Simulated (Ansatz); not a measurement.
# GaP: the cost of one run

Method: DFT PBE, scalar-relativistic, plane waves, PAW, in Ansatz 0.2.0.

4 further runs of the same task are left out: 4 set aside as unsound or not needed. Runs told in other sessions of the task aren't counted.

## 1. Starting point

The cell holds 32 atoms (CeGa15P16): a = 9.535 Å, b = 9.535 Å, c = 9.535 Å, α = 109.47°, β = 109.47°, γ = 109.47°.

The coordinates of this cell stand in the input of its own run.

The host was relaxed before at PBE: a = 5.505 Å, b = 5.505 Å, c = 5.505 Å, α = 90.00°, β = 90.00°, γ = 90.00° (conventional cell), 20.855 Å³/atom.

Places, in fractions of the supercell: Ce in place of Ga at (0.250, 0.500, 0.250). The start keeps the symmetry of the ideal site.

## 2. Band edges of the host over the zone

File input.yaml:

```yaml
crystal:
  lattice:
    - [0.0, 2.7525584819, 2.7525584819]
    - [2.7525584819, 0.0, 2.7525584819]
    - [2.7525584819, 2.7525584819, 0.0]
  atoms:
    - { symbol: Ga, position: [0.0, 0.0, 0.0] }
    - { symbol: P, position: [0.25, 0.25, 0.25] }
basis:
  ecutwfc: 420
  xc_grid: 2
kpoints:
  mp_grid: { grid: [8, 8, 8] }
  band_path: { path: [VBM, CBM], npoints: 2 }
hamiltonian:
  xc: pbe
scf:
  occupations: { method: gaussian, width: 0.02 }
output:
  forces: true
  stress: true
  eigenvalues: true
```

The run is started by

```bash
ansatz run input.yaml --threads 8 --pin off --max-ram 16384MiB --backend cpu --events-out ev --progress --plain --runs-dir out
```

Q: Estimate wall time and peak memory on 8 threads of Arm Neoverse V1, shared host.

About 1.5 s, with a peak of 0.35 GiB.
